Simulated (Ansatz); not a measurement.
## MgO (NiAs type): zone-centre phonons and dielectric response

Perturbation theory with PBEsol in the plane-wave code Ansatz on the PBEsol cell, ground state and force constants on a 9×9×4 mesh. Note: simulated data, non-magnetic, for a generated structure that need not be the stable one.

The symmetry is P6_3/mmc (No. 194, hexagonal); conventional cell a = 2.929 Å, c = 5.113 Å, 9.50 Å³ an atom. Mg has 6 O at 2.12 Å; O has 6 Mg at 2.12 Å.

```xyz
4
Lattice="2.9290 0.0000 0.0000 -1.4645 2.5366 0.0000 0.0000 0.0000 5.1129" Properties=species:S:1:pos:R:3 pbc="T T T"
Mg    0.0000    0.0000    0.0000
Mg    0.0000    0.0000    2.5564
O     0.0000    1.6911    1.2782
O     1.4645    0.8455    3.8347
```

Optical modes without the longitudinal term:
```
ω (cm⁻¹)  degeneracy  IR intensity, summed over the level ((D/Å)²/amu)
     181           2                                              0.00
     328           2                                              0.00
     363           2                                             37.07
     382           1                                             19.19
     542           1                                              0.00
     610           1                                              0.00
```

All optical modes at Γ are real, from 181 to 610 cm⁻¹ without the longitudinal term; this says nothing of other wave vectors. With the long-range field the highest mode reaches 687 cm⁻¹. Of the real levels 2 are infrared active, the strongest at 363 cm⁻¹.

The electronic dielectric tensor ε∞ is 3.23 along x and y, 3.31 along z. With the ions relaxed, ε⁰ is 11.1 along x and y, 10.7 along z. Born charges, averaged over directions: Mg +1.98, O -1.98 e.

For comparison, on the r2SCAN cell the mean ε∞ is 3.00 with r2SCAN (ground state on 9×9×4; least gap 5.34 eV), 3.21 with PBE (ground state on 9×9×4; least gap 4.47 eV).
